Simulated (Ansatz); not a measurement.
# Si: which structure wins at one pressure

Aim: bring Si in several structures (fcc, bcc, hcp, omega, graphite, diamond) to one pressure and rank them by enthalpy. The pressure is set by scaling the first phase. The runs shown use PAW.

Computed with Ansatz 0.2.0 (DFT, PBEsol, PAW with Ansatz's default frozen-core files, scalar-relativistic, unless a step's input says otherwise).

## (1) The system as given

It takes space group Fm-3m (No. 225, cubic). Conventional cell: a = 4.000 Å, b = 4.000 Å, c = 4.000 Å, α = 90.00°, β = 90.00°, γ = 90.00°. Si (site symmetry m-3m) has 12 Si at 2.83 Å as nearest neighbours.

Coordinates:

```
CELL_PARAMETERS angstrom
0.00000 2.00000 2.00000
2.00000 0.00000 2.00000
2.00000 2.00000 0.00000
ATOMIC_POSITIONS crystal
Si 0.00000 0.00000 0.00000
```

## (2) Cell relaxed at zero pressure, PAW

input.yaml

```yaml
crystal:
  lattice:
    - [0.0, 2.0, 2.0]
    - [2.0, 0.0, 2.0]
    - [2.0, 2.0, 0.0]
  atoms:
    - { symbol: Si, position: [0.0, 0.0, 0.0] }
kpoints:
  mp_grid: { grid: [17, 17, 17] }
scf:
  occupations: { method: fermi_dirac, width: 0.05 }
hamiltonian:
  xc: pbesol
  pseudopotentials: { kind: paw }
output:
  forces: true
  stress: true
relax:
  f_tol: 0.005
  max_steps: 40
  cell: {}
```

On the command line:

```sh
$ ansatz run input.yaml --threads 1 --pin off --max-ram 3584MiB --backend cpu --events-out ev --progress --plain --runs-dir out
```

After this run come: Volume scaled by 0.701, to set the pressure, PAW; Fcc relaxed under pressure, PAW; Bcc relaxed under pressure, PAW; Hcp relaxed under pressure, PAW; Omega relaxed under pressure, PAW; Graphite relaxed under pressure, PAW; Diamond relaxed under pressure, PAW.

What does the calculation give? Wanted: pressure; lowest.

As calculated:

```
    quantity                         value
    pressure                        69 GPa
lowest (PAW)  hcp, 11.8 meV/atom under fcc
```

In words: By PAW the order is hcp < fcc < bcc < omega < graphite < diamond. Only these structures were tried, with electrons smeared by 0.05 eV and without vibrations, so the true ground state may be another. The k meshes differ between phases and weren't tested, which can move differences by some meV.
